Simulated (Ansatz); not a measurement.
Runs of Ansatz 0.2.0 on GaAs. It takes space group F-43m (No. 216, cubic). The conventional cell has a = 5.654 Å, b = 5.654 Å, c = 5.654 Å, α = 90.00°, β = 90.00°, γ = 90.00°. Around As (site symmetry -43m) lie 4 Ga at 2.45 Å. Ga (site symmetry -43m) has 4 As at 2.45 Å as nearest neighbours. 

```csv
task,level,potentials or basis,cell,cutoff (eV),smearing,basis error allowed,gap on the mesh (eV),pressure (GPa),relaxed volume (Å³/atom)
relaxation of cell and atoms,RPBE+D4,"all-electron LAPW, scalar-relativistic",relaxed,-,fermi-dirac 0.05 eV,0.001 eV/atom,0.77,0.0,22.24
relaxation of cell and atoms,PBEsol+D4,"all-electron LAPW, scalar-relativistic",relaxed,-,fermi-dirac 0.05 eV,0.001 eV/atom,0.59,0.0,(a)
Born charges and dielectric tensor,PBEsol,all-electron PAW datasets made for the crystal,as given,250,fixed,-,0.45,-,-
Born charges and dielectric tensor,LDA,all-electron PAW datasets made for the crystal,as given,250,fixed,-,(b),-,-
```

Alike in all rows: no spin polarisation; k mesh 8 × 8 × 8.

**Question.** Fill in the values left out.

**Answer.** (a) 22.15; (b) 0.28.

Caveats: the gap is small at this level, which inflates the dielectric constant (some runs); the program warned that the printed levels may be off, so bands, gaps and densities of states are rough (some runs).

A k mesh can miss the band edges, and the runs leave out spin-orbit coupling on As, Ga.

The runs don't all hold the same shells in valence.

Runs at the PBE level aren't shown here.
